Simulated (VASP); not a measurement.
# BeTe in VASP 6.6.1, single-point calculation

INCAR

```
NSW = 0
ISIF = 2
PREC = Accurate
LWAVE = .FALSE.
NBANDS = 5
ISMEAR = 0
SIGMA = 0.01
IBRION = -1
METAGGA = RTPSS
LASPH = .TRUE.
EDIFF = 1E-7
LREAL = .FALSE.
NELM = 120
LCHARG = .FALSE.
ALGO = Normal
ENCUT = 520
```

KPOINTS

```
KPOINTS created by Atomic Simulation Environment
0
Monkhorst-Pack
8 8 8
0 0 0
```

POSCAR

```
Be Te
 1.0000000000000000
     0.0000000000000000    2.8144805042000001    2.8144805042000001
     2.8144805042000001    0.0000000000000000    2.8144805042000001
     2.8144805042000001    2.8144805042000001    0.0000000000000000
 Be  Te
   1   1
Cartesian
  0.0000000000000000  0.0000000000000000  0.0000000000000000
  1.4072402521000000  1.4072402521000000  1.4072402521000000
```

The recommended PBE PAW datasets give the neutral cell 8 valence electrons.

Command

```
mpirun -np 1 vasp_std
```

OSZICAR

```
N       E                     dE             d eps       ncg     rms          rms(c)
DAV:   1     0.527056429567E+02    0.52706E+02   -0.33747E+03   600   0.135E+03
DAV:   2     0.131990004852E+02   -0.39507E+02   -0.38168E+02   835   0.204E+02
DAV:   3     0.109799451006E+02   -0.22191E+01   -0.20172E+01   735   0.599E+01
DAV:   4     0.109366414236E+02   -0.43304E-01   -0.43304E-01  1000   0.862E+00
DAV:   5     0.109362869376E+02   -0.35449E-03   -0.35449E-03   875   0.499E-01    0.437E+00
DAV:   6     0.107543583782E+02   -0.18193E+00   -0.38319E+00   600   0.330E+01    0.275E+00
DAV:   7     0.107843137019E+02    0.29955E-01   -0.54753E-02   825   0.332E+00    0.178E+00
DAV:   8     0.107850392150E+02    0.72551E-03   -0.52777E-02   630   0.276E+00    0.753E-01
DAV:   9     0.107824640845E+02   -0.25751E-02   -0.46874E-03   930   0.881E-01    0.367E-01
DAV:  10     0.107822343945E+02   -0.22969E-03   -0.27137E-03   655   0.561E-01    0.138E-01
DAV:  11     0.107822935457E+02    0.59151E-04   -0.17743E-04   660   0.138E-01    0.330E-02
DAV:  12     0.107822881498E+02   -0.53959E-05   -0.24106E-05   865   0.566E-02    0.113E-02
DAV:  13     0.107822864047E+02   -0.17451E-05   -0.26344E-06   750   0.221E-02    0.321E-03
DAV:  14     0.107822855582E+02   -0.84654E-06   -0.19298E-06   815   0.185E-02    0.226E-03
DAV:  15     0.107822853952E+02   -0.16299E-06   -0.70029E-08   760   0.313E-03    0.154E-03
DAV:  16     0.107822853699E+02   -0.25289E-07   -0.30992E-09   360   0.844E-04
   1 F= 0.10782285E+02 E0= 0.10782285E+02  d E =-.122398E-32
```

Standard output (part)

```
POSCAR found type information on POSCAR BeTe
 POSCAR found :  2 types and       2 ions
 LDA part: xc-table for (None), standard interpolation
 POSCAR, INCAR and KPOINTS ok, starting setup
 WAVECAR not read
 entering main loop
```

From OUTCAR

```
k-points           NKPTS =     60   k-points in BZ     NKDIM =     60   number of bands    NBANDS=      5

   NELECT =       8.0000    total number of electrons

   dimension x,y,z NGX =    30 NGY =   30 NGZ =   30
   dimension x,y,z NGXF=    60 NGYF=   60 NGZF=   60

  energy-cutoff  :      520.00
  volume of cell :       44.59
      direct lattice vectors                 reciprocal lattice vectors
     0.000000000  2.814480504  2.814480504    -0.177652678  0.177652678  0.177652678
     2.814480504  0.000000000  2.814480504     0.177652678 -0.177652678  0.177652678
     2.814480504  2.814480504  0.000000000     0.177652678  0.177652678 -0.177652678

 k-points in reciprocal lattice and weights: KPOINTS created by Atomic Simulation Env
   0.06250000  0.06250000  0.06250000       0.004
   0.18750000  0.06250000  0.06250000       0.012
   0.31250000  0.06250000  0.06250000       0.012
   0.43750000  0.06250000  0.06250000       0.012
  -0.43750000  0.06250000  0.06250000       0.012
  -0.31250000  0.06250000  0.06250000       0.012
  -0.18750000  0.06250000  0.06250000       0.012
  -0.06250000  0.06250000  0.06250000       0.012
   ...

 E-fermi :   5.0574

 k-point     1 :       0.0625    0.0625    0.0625
  band No.  band energies     occupation
      1      -7.3713      2.00000
      2       4.6315      2.00000
      3       4.9764      2.00000
      4       4.9764      2.00000
      5       8.8881      0.00000

 k-point     2 :       0.1875    0.0625    0.0625
  band No.  band energies     occupation
      1      -7.1693      2.00000
      2       3.3257      2.00000
      3       4.3380      2.00000
      4       4.8627      2.00000
      5       8.9700      0.00000

 k-point     3 :       0.3125    0.0625    0.0625
  band No.  band energies     occupation
      1      -6.7126      2.00000
      2       1.3755      2.00000
      3       3.8759      2.00000
      4       4.4335      2.00000
      5       8.7557      0.00000

 k-point     4 :       0.4375    0.0625    0.0625
  band No.  band energies     occupation
      1      -6.1829      2.00000
      2      -0.1105      2.00000
      3       3.6463      2.00000
      4       4.0316      2.00000
      5       8.5895      0.00000

 k-point     5 :      -0.4375    0.0625    0.0625
  band No.  band energies     occupation
      1      -5.9866      2.00000
      2      -0.5535      2.00000
      3       3.6826      2.00000
      4       3.8243      2.00000
      5       8.5400      0.00000

 k-point     6 :      -0.3125    0.0625    0.0625
  band No.  band energies     occupation
      1      -6.3464      2.00000
      2       0.2961      2.00000
      3       3.8712      2.00000
      4       3.9635      2.00000
      5       8.6171      0.00000

 k-point     7 :      -0.1875    0.0625    0.0625
  band No.  band energies     occupation
      1      -6.8856      2.00000
      2       2.0073      2.00000
      3       4.1700      2.00000
      4       4.4032      2.00000
      5       8.7818      0.00000

 k-point     8 :      -0.0625    0.0625    0.0625
  band No.  band energies     occupation
      1      -7.2690      2.00000
      2       3.9939      2.00000
      3       4.6297      2.00000
      4       4.7727      2.00000
      5       8.7310      0.00000

 ...

  Total        0.1570295      0.1570295      0.1570295      0.0000000      0.0000000      0.0000000
  in kB        5.6424404      5.6424404      5.6424404      0.0000000      0.0000000      0.0000000
  external PRESSURE =       5.6424404 kB  Pullay stress =       0.0000000 kB

 POSITION                                       TOTAL-FORCE (eV/Angst)
 -----------------------------------------------------------------------------------
      0.00000      0.00000      0.00000        -0.000000     -0.000000      0.000000
      1.40724      1.40724      1.40724         0.000000      0.000000     -0.000000
 -----------------------------------------------------------------------------------
    total drift:                                0.000000      0.000000      0.000000

  FREE ENERGIE OF THE ION-ELECTRON SYSTEM (eV)
  ---------------------------------------------------
  free  energy   TOTEN  =        10.7822853699 eV

  energy  without entropy=       10.7822853699  energy(sigma->0) =       10.78228537
```

It converged. Results: gap between bands v and c on the k mesh 2.20 eV; least direct gap on the k mesh 3.91 eV; pressure 0.6 GPa. Band v is the last that the valence electrons fill when counted band by band, and c is the next.

The shifted mesh misses Γ, so a band edge there is missed.

For comparison, a separate r²SCAN run of the intended cell, on usual settings and not on those above, gives a gap of 2.33 eV on its mesh and a pressure of 1.1 GPa.

The run above took about 58 s on one core of a shared host (Intel Xeon Platinum 8488C) and held 0.18 GiB at most.
